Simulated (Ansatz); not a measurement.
## HgSe: phonons with PBE+D4

The system is HgSe.

```
CELL_PARAMETERS angstrom
0.00000 3.03900 3.03900
3.03900 0.00000 3.03900
3.03900 3.03900 0.00000
ATOMIC_POSITIONS crystal
Hg 0.00000 0.00000 0.00000
Se 0.75000 0.75000 0.75000
```

```
Program                             : Ansatz 0.2.0
Task                                : phonons
Functional                          : PBE
Dispersion                          : D4
Potentials or basis                 : JTH PAW
Cutoff                              : 870 eV (not typed: the program's choice for these potentials)
k mesh                              : 6 × 6 × 6
Occupations                         : cold, width 0.1 eV
Spin                                : no spin polarisation
q mesh                              : 2 × 2 × 2
Path                                : [["G", "X", "W", "K", "G", "L", "U", "W", "L", "K"], ["U", "X"]]
Points for each segment of the path : 8
```

```json
{
 "Band gap on the k mesh": "none (metal or under the smearing width)",
 "Highest phonon frequency": "190 cm⁻¹"
}
```

Levels at points of the mesh, in eV from the Fermi level:
```tsv
k point	band 6	band 7	band 8	band 9	band 10	band 11	band 12	band 13
(0.00, 0.00, 0.00)	-6.47	-0.97	-0.04	-0.04	-0.04	5.46	5.46	5.46
(0.00, 0.00, -0.50)	-6.14	-5.56	-1.01	-1.01	1.08	6.23	6.23	6.98
(0.00, -0.50, -0.50)	-6.10	-5.14	-2.35	-2.35	2.75	2.96	8.46	9.85
```

Phonon frequencies in cm⁻¹ (negative: imaginary):
```csv
q point,frequencies
"(0.000, 0.000, 0.000)",0 0 0 139 139 139
"(0.000, 0.000, -0.500)",9 9 89 162 162 190
"(0.000, -0.500, -0.500)",-17 -17 104 178 182 182
```

Run time: 98 s on 1 thread of Arm Neoverse V2, with other jobs on the host, peak memory 0.88 GiB.

Caveat: some modes are imaginary; the q mesh is small, so phonon branches between its points and thermal values are rough; some levels weren't fully converged. Spin-orbit coupling is left out, which matters for the levels of Hg.
